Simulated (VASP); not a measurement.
# TaS2 (P-3m1) in VASP: further runs, part 2 of 2

VASP 6.6.1. The steps go on from the part before.

**5. Relaxation of cell and atoms, PBEsol+rVV10**

INCAR

```
SYSTEM = TaS2
PREC = Accurate
ENCUT = 600
EDIFF = 1E-7
ISMEAR = -1
SIGMA = 0.05
LREAL = .FALSE.
LASPH = .TRUE.
NELM = 80
ALGO = Normal
ISIF = 3
LWAVE = .FALSE.
LCHARG = .FALSE.
GGA = PS
LUSE_VDW = .TRUE.
IVDW_NL = 2
BPARAM = 20.0
CPARAM = 0.0093
IBRION = 2
NSW = 40
EDIFFG = -0.01
```

KPOINTS

```
Automatic mesh
0
G
  9 9 5
  0 0 0
```

POSCAR

```
TaS2
1.0
    3.3500000000      0.0000000000      0.0000000000
   -1.6750000000      2.9011851027      0.0000000000
    0.0000000000      0.0000000000      5.8600000000
Ta S
1 2
Direct
    0.0000000000      0.0000000000      0.0000000000
    0.6666666667      0.3333333333      0.7500000000
    0.3333333333      0.6666666667      0.2500000000
```

Command:

```
> cat potpaw_PBE.64/Ta_pv/POTCAR potpaw_PBE.64/S/POTCAR > POTCAR
> mpirun -np 1 vasp_std > vasp.out
```

Run time: 14 min. Hardware: 1 thread of Intel Xeon 6975P-C (Granite Rapids), shared host; peak memory 0.37 GiB.

It converged, with:

- Free energy: -24.3865 eV
- Relaxed volume: 18.47 Å³/atom
- Relaxed cell: a = 3.313 Å, b = 3.313 Å, c = 5.832 Å, α = 90.00°, β = 90.00°, γ = 120.00°
- Space group after relaxing (to 0.05 Å): P-3m1 (No. 164)
- Energy gained by relaxing: 25.4 meV/atom
- Ionic steps: 16
- Pressure after relaxing: 0.0 GPa
- Band gap on the k mesh: none (metal or under the smearing width)

Forces in eV/Å, atoms in the order of the input:
```
Ta   0.000  0.000  0.000
S    0.000  0.000  0.002
S    0.000  0.000 -0.002
```

The path:
```csv
step,energy change (eV),largest force (eV/Å),pressure (GPa),volume (Å³)
1,0.0000,1.0589,4.15,56.95
2,0.0605,1.0312,-8.99,61.09
3,-0.0501,0.1522,-1.75,58.57
4,-0.0684,0.0433,-0.78,57.58
5,-0.0693,0.0146,-0.53,57.33
6,-0.0697,0.1727,0.59,56.86
7,-0.0700,0.1128,0.16,57.04
8,-0.0712,0.1094,0.10,56.91
9,-0.0736,0.0994,-0.06,56.50
10,-0.0732,0.0767,-0.27,55.69
11,-0.0744,0.0944,-0.14,56.14
12,-0.0757,0.0281,-0.29,55.90
13,-0.0761,0.0485,-0.44,55.62
14,-0.0757,0.0409,0.65,55.04
15,-0.0763,0.0155,-0.04,55.40
16,-0.0763,0.0024,0.00,55.42
```

Final structure:
```xyz
3
Lattice="3.3125 0.0000 0.0000 -1.6563 2.8687 0.0000 0.0000 0.0000 5.8322" Properties=species:S:1:pos:R:3 pbc="T T T"
Ta    0.0000    0.0000    0.0000
S     1.6563    0.9562    4.2874
S     0.0000    1.9125    1.5447
```

Levels at points of the mesh, in eV from the Fermi level:
| k point | band 9 | band 10 | band 11 | band 12 | band 13 | band 14 | band 15 |
| --- | --- | --- | --- | --- | --- | --- | --- |
| (0.00, 0.00, 0.00) | -1.09 | -0.45 | -0.45 | -0.06 | 0.25 | 0.25 | 3.84 |

Caveat: the PAW data sets were made with another functional, which shifts forces and pressure a little. The run has no spin-orbit coupling, so splittings on Ta are missing.

**6. Relaxation of cell and atoms, RPBE+D3**

INCAR

```
SYSTEM = TaS2
PREC = Accurate
ENCUT = 600
EDIFF = 1E-7
ISMEAR = -1
SIGMA = 0.05
LREAL = .False.
LASPH = .True.
NELM = 100
ALGO = Normal
ISIF = 3
LWAVE = .False.
LCHARG = .False.
GGA = RP
IVDW = 11
IBRION = 2
NSW = 40
EDIFFG = -0.01
```

KPOINTS

```
Automatic mesh
0
Gamma
  9 9 5
  0 0 0
```

POSCAR is that of step 5.

Potentials or basis: VASP PAW PBE potentials, release 64 (Ta_pv, S).

Command:

```
> cat potpaw_PBE.64/Ta_pv/POTCAR potpaw_PBE.64/S/POTCAR > POTCAR
> mpirun -np 1 vasp_std > vasp.out
```

OUTCAR:

```text
SYSTEM = TaS2
   PREC = Accurate
   ENCUT = 600
   EDIFF = 1E-7
   ISMEAR = -1
   LREAL = .False.
   LASPH = .True.
   NELM = 100
   ISIF = 3
   GGA = RP
   IVDW = 11
   IBRION = 2
   NSW = 40
   EDIFFG = -0.01
 IVDW          = 11

 ion  position               nearest neighbor table
   1  0.000  0.000  0.000-   2 2.43   3 2.43   2 2.43   3 2.43   2 2.43   3 2.43
   2  0.667  0.333  0.750-   1 2.43   1 2.43   1 2.43
   3  0.333  0.667  0.250-   1 2.43   1 2.43   1 2.43

  LATTYP: Found a hexagonal cell.
 ALAT       =     3.3500000000
 C/A-ratio  =     1.7492537313

  Lattice vectors:

 A1 = (   3.3500000000,   0.0000000000,   0.0000000000)
 A2 = (  -1.6750000000,   2.9011851027,   0.0000000000)
 A3 = (   0.0000000000,   0.0000000000,   5.8600000000)

Analysis of symmetry for initial positions (statically):
=====================================================================
 Subroutine PRICEL returns:
 Original cell was already a primitive cell.

 Routine SETGRP: Setting up the symmetry group for a
 hexagonal supercell.

 Subroutine GETGRP returns: Found 12 space group operations
 (whereof 12 operations were pure point group operations)
 out of a pool of 24 trial point group operations.

The static configuration has the point symmetry D_3d.

Analysis of symmetry for dynamics (positions and initial velocities):
=====================================================================
 Subroutine PRICEL returns:
 Original cell was already a primitive cell.

 Routine SETGRP: Setting up the symmetry group for a
 hexagonal supercell.

 Subroutine GETGRP returns: Found 12 space group operations
 (whereof 12 operations were pure point group operations)
 out of a pool of 24 trial point group operations.

The dynamic configuration has the point symmetry D_3d.

 Subroutine INISYM returns: Found 12 space group operations
 (whereof 12 operations are pure point group operations),
 and found     1 'primitive' translations

----------------------------------------------------------------------------------------

                                     Primitive cell

  volume of cell :      56.9532

  direct lattice vectors                    reciprocal lattice vectors
     3.350000000  0.000000000  0.000000000     0.298507463  0.172343364  0.000000000
    -1.675000000  2.901185103  0.000000000     0.000000000  0.344686728  0.000000000
     0.000000000  0.000000000  5.860000000     0.000000000  0.000000000  0.170648464

  length of vectors
     3.350000000  3.350000000  5.860000000     0.344686728  0.344686728  0.170648464

  position of ions in fractional coordinates (direct lattice)
     0.000000000  0.000000000  0.000000000
     0.666666667  0.333333333  0.750000000
     0.333333333  0.666666667  0.250000000

  ion indices of the primitive-cell ions
   primitive index   ion index
                 1           1
                 2           2
                 3           3

----------------------------------------------------------------------------------------

 KPOINTS: Automatic mesh

Automatic generation of k-mesh.
 Grid dimensions read from file:
 generate k-points for:    9    9    5

 Generating k-lattice:

  Cartesian coordinates                     Fractional coordinates (reciprocal lattice)
     0.033167496  0.019149263  0.000000000     0.111111111 -0.000000000  0.000000000
     0.000000000  0.038298525  0.000000000     0.000000000  0.111111111  0.000000000
     0.000000000  0.000000000  0.034129693     0.000000000  0.000000000  0.200000000

[... 49 lines left out ...]
   ICHARG =      2    charge: 1-file 2-atom 10-const
   ISPIN  =      1    spin polarized calculation?
   LNONCOLLINEAR =      F non collinear calculations
   LSORBIT =      F    spin-orbit coupling
   LASPH  =      T    aspherical Exc in radial PAW
   ENCUT  =  600.0 eV  44.10 Ry    6.64 a.u.   6.69  6.69 11.70*2*pi/ulx,y,z
   NELM   =    100;   NELMIN=  2; NELMDL= -5     # of ELM steps
   EDIFF  = 0.1E-06   stopping-criterion for ELM
   LREAL  =      F    real-space projection
   EDIFFG = -.1E-01   stopping-criterion for IOM
   NSW    =     40    number of steps for IOM
   IBRION =      2    ionic relax: 0-MD 1-quasi-New 2-CG
   NFREE  =      1    steps in history (QN), initial steepest desc. (CG)
   ISIF   =      3    stress and relaxation
   ISYM   =      2    0-nonsym 1-usesym 2-fastsym
   POTIM  = 0.5000    time-step for ionic-motion
   TEBEG  =    0.0;   TEEND  =   0.0 temperature during run
   PSTRESS=    0.0 pullay stress
   NELECT =      23.0000    total number of electrons
   NUPDOWN=      -1.0000    fix difference up-down
   EMIN   =  10.00;   EMAX   =-10.00  energy-range for DOS
   EFERMI =   0.00;   METHOD = LEGACY
   ISMEAR =    -1;   SIGMA  =   0.05  broadening in eV -4-tet -1-fermi 0-gaus
   EFERMI_NEDOS =   21; number of points for ismear=-14 and -15
   IALGO  =     38    algorithm
   IMIX   =      4    mixing-type and parameters
     AMIX     =   0.40;   BMIX     =  1.00
     AMIX_MAG =   1.60;   BMIX_MAG =  1.00
  volume/ion in A,a.u.               =      18.98       128.11
  Fermi-wavevector in a.u.,A,eV,Ry     =   1.210073  2.286706 19.922686  1.464276
  Thomas-Fermi vector in A             =   2.345631
   LORBIT       =      0    0 simple, 1 ext, 2 COOP (PROOUT), +10 PAW based schemes
   GGA     = RP    functional components
   LHFCALC =     F    Hartree Fock is set to
   AEXX    =    0.0000 exact exchange contribution
   IVDW    =    11    specifies the selected vdW correction
   LEPSILON=     F    determine dielectric tensor
   LRPA    =     F    only Hartree local field effects (RPA)
 conjugate gradient relaxation of ions
 non-spin polarized calculation
  energy-cutoff  :      600.00
  volume of cell :       56.95
 maximum number of plane-waves:      1931
 NGX is ok and might be reduce to    28
   NGX = 13   NGY = 13   NGZ = 23

--------------------------------------- Ionic step        1  -------------------------------------------

 number of electron      22.9999999 magnetization

 Free energy of the ion-electron system (eV)
  ---------------------------------------------------
  ext. energy  EPLUGINS =         0.00000000
  ---------------------------------------------------
  free energy    TOTEN  =       -21.80285761 eV

  energy without entropy =      -21.78801093  energy(sigma->0) =      -21.79543427

------------------------ aborting loop because EDIFF is reached ----------------------------------------

 Edisp (eV)   -1.28258

 E8    (eV) :    -0.3039
[... 32 lines left out ...]
--------------------------------------- Ionic step        2  -------------------------------------------

 number of electron      23.0000000 magnetization

 E-fermi :   4.3888     XC(G=0):  -9.7640

 val. band max:        4.3539835416   @ k =  -0.1111   0.3333   0.4000
 cond. band min:       4.3975295360   @ k =   0.2222   0.1111   0.0000
 fundamental gap:      0.0435459944
 Fermi energy:         4.3888361089

 k-point     1 :       0.0000    0.0000    0.0000
  band No.  band energies     occupation
      1     -31.2695      2.00000
      2     -31.2695      2.00000
      3     -31.2151      2.00000
      4      -9.7213      2.00000
      5      -8.3154      2.00000
      6      -1.8087      2.00000
      7       1.0979      2.00000
      8       1.0979      2.00000
      9       3.0489      2.00000
     10       3.6884      2.00000
     11       3.6884      2.00000
     12       4.4664      0.34982
     13       4.6336      0.01485
     14       4.6336      0.01485
[... 490 lines left out ...]
  FREE ENERGIE OF THE ION-ELECTRON SYSTEM (eV)
  ---------------------------------------------------
  free  energy   TOTEN  =       -23.1876201193 eV

  energy  without entropy=      -23.1740741756  energy(sigma->0) =      -23.18084715

[... ionic steps 4 to 12 ...]

--------------------------------------- Ionic step       13  -------------------------------------------

 number of electron      23.0000000 magnetization

------------------------ aborting loop because EDIFF is reached ----------------------------------------
[... 77 lines left out ...]
--------------------------------------- Ionic step       15  -------------------------------------------

 number of electron      22.9999999 magnetization

 Free energy of the ion-electron system (eV)
  ---------------------------------------------------
  ext. energy  EPLUGINS =         0.00000000
  ---------------------------------------------------
  free energy    TOTEN  =       -21.94644182 eV

  energy without entropy =      -21.93372125  energy(sigma->0) =      -21.94008154

 E-fermi :   5.4707     XC(G=0): -10.2804

 val. band max:        5.4607991928   @ k =   0.2222   0.1111   0.0000
 cond. band min:       5.4710458473   @ k =   0.3333   0.1111   0.2000
 fundamental gap:      0.0102466545
 Fermi energy:         5.4707431572

 k-point     1 :       0.0000    0.0000    0.0000
  band No.  band energies     occupation
      1     -29.8964      2.00000
      2     -29.8939      2.00000
      3     -29.8939      2.00000
      4      -9.3687      2.00000
      5      -7.5232      2.00000
      6      -1.3371      2.00000
      7       1.6429      2.00000
      8       1.6429      2.00000
      9       4.1458      2.00000
     10       4.7664      2.00000
     11       4.7664      2.00000
     12       5.5898      0.16939
     13       5.6485      0.05561
     14       5.6485      0.05561
[... 449 lines left out ...]
  FREE ENERGIE OF THE ION-ELECTRON SYSTEM (eV)
  ---------------------------------------------------
  free  energy   TOTEN  =       -23.1928098709 eV

  energy  without entropy=      -23.1800892980  energy(sigma->0) =      -23.18644958

 reached required accuracy - stopping structural energy minimisation
```

CONTCAR:

```text
TaS2
   1.00000000000000
     3.3709241145046231   -0.0000000000000000    0.0000000000000000
    -1.6854620572523116    2.9193059174130997    0.0000000000000000
     0.0000000000000000   -0.0000000000000001    5.9526661723071790
  Ta              S
     1     2
Direct
     1.0000000000000000    0.0000000000000000    0.0000000000000000
     0.6666666667000030    0.3333333332999970    0.7421690742157805
     0.3333333332999970    0.6666666667000030    0.2578309257842195

  0.00000000E+00  0.00000000E+00  0.00000000E+00
  0.00000000E+00  0.00000000E+00  0.00000000E+00
  0.00000000E+00  0.00000000E+00  0.00000000E+00
```

It took 5.4 min on 1 thread of Intel Xeon 6975P-C (Granite Rapids), shared host; peak memory 0.25 GiB.

Results:

| Quantity | Value |
| --- | --- |
| Free energy | -23.1928 eV |
| Relaxed volume | 19.53 Å³/atom |
| Relaxed cell | a = 3.371 Å, b = 3.371 Å, c = 5.953 Å, α = 90.00°, β = 90.00°, γ = 120.00° |
| Space group after relaxing (to 0.05 Å) | P-3m1 (No. 164) |
| Energy gained by relaxing | 35.8 meV/atom |
| Ionic steps | 15 |
| Pressure after relaxing | 0.0 GPa |
| Largest force after relaxing | 0.008 eV/Å |
| Band gap on the k mesh | none (metal or under the smearing width) |
| Dispersion energy per atom | -0.415 eV |

Forces on the atoms (eV/Å):
```
Ta   0.000  0.000  0.000
S    0.000  0.000 -0.008
S    0.000  0.000  0.008
```

Step by step:
| step | energy change (eV) | largest force (eV/Å) | pressure (GPa) | volume (Å³) |
| --- | --- | --- | --- | --- |
| 1 | 0.0000 | 1.3681 | 8.28 | 56.95 |
| 2 | 0.2299 | 1.7415 | -12.48 | 65.42 |
| 3 | -0.1022 | 0.0773 | -0.81 | 59.77 |
| 4 | -0.1024 | 0.1222 | -0.50 | 59.66 |
| 5 | -0.1024 | 0.1442 | -0.35 | 59.61 |
| 6 | -0.1061 | 0.0755 | -0.09 | 59.26 |
| 7 | -0.1066 | 0.0431 | 0.03 | 59.09 |
| 8 | -0.1067 | 0.0081 | -0.19 | 59.12 |
| 9 | -0.1067 | 0.0069 | -0.28 | 59.12 |
| 10 | -0.1068 | 0.0074 | -0.27 | 59.10 |
| 11 | -0.1070 | 0.0088 | -0.25 | 59.01 |
| 12 | -0.1072 | 0.0115 | -0.20 | 58.85 |
| 13 | -0.1073 | 0.0172 | -0.09 | 58.52 |
| 14 | -0.1074 | 0.0154 | -0.12 | 58.62 |
| 15 | -0.1074 | 0.0083 | 0.05 | 58.58 |

Final structure:
```
CELL_PARAMETERS angstrom
3.37092 0.00000 0.00000
-1.68546 2.91931 0.00000
0.00000 0.00000 5.95267
ATOMIC_POSITIONS crystal
Ta 0.00000 0.00000 0.00000
S 0.66667 0.33333 0.74217
S 0.33333 0.66667 0.25783
```

Caveat: the PAW data sets were made with another functional, which shifts forces and pressure a little. The run has no spin-orbit coupling, so splittings on Ta are missing.

**7. For comparison**

An earlier run on the cell as given: functional PBE; potentials or basis VASP PAW PBE potentials, release 64 (Ta_pv, S); cutoff 520 eV; k mesh 9 × 9 × 5; occupations fermi-dirac, width 0.05 eV; no spin polarisation.

* Pressure: 9.2 GPa
* Largest force: 1.243 eV/Å
* Band gap on the k mesh: none (metal or under the smearing width)

**8. The runs side by side**

```csv
task,level,potentials or basis,cell,cutoff (eV),smearing,gap on the mesh (eV),pressure (GPa),relaxed volume (Å³/atom),largest force (eV/Å)
relaxation of cell and atoms,PBE,"VASP PAW PBE potentials, release 64 (Ta_sv_GW, S_GW)",relaxed,680,fermi-dirac 0.05 eV,none,0.0,21.68,-
single point,PBE,"VASP PAW PBE potentials, release 64 (Ta_pv, S)",as given,520,gaussian 0.028 eV,none,9.1,-,1.26
relaxation of cell and atoms,PBEsol+D4,"VASP PAW PBE potentials, release 64 (Ta_pv, S)",relaxed,600,fermi-dirac 0.05 eV,none,0.1,18.07,-
relaxation of cell and atoms,PBEsol+rVV10,"VASP PAW PBE potentials, release 64 (Ta_pv, S)",relaxed,600,fermi-dirac 0.05 eV,none,0.0,18.47,-
relaxation of cell and atoms,RPBE+D3,"VASP PAW PBE potentials, release 64 (Ta_pv, S)",relaxed,600,fermi-dirac 0.05 eV,none,0.0,19.53,0.01
single point,PBE,"VASP PAW PBE potentials, release 64 (Ta_pv, S)",as given,520,fermi-dirac 0.05 eV,none,9.2,-,1.24
```

Alike in all rows: no spin polarisation; k mesh 9 × 9 × 5.

Caveats: this functional lacks dispersion, which binds the layers, so the pressure and a relaxed spacing across them are unreliable (some runs); the PAW data sets were made with another functional, which shifts forces and pressure a little (some runs); forces of over 1 eV/Å show positions far from the minimum, so gaps and moduli don't describe the material at rest (some runs); the volume moved by +14 % from the deposited cell, more than functionals usually miss (some runs).

Absolute energies hang on the potentials; compare differences alone.
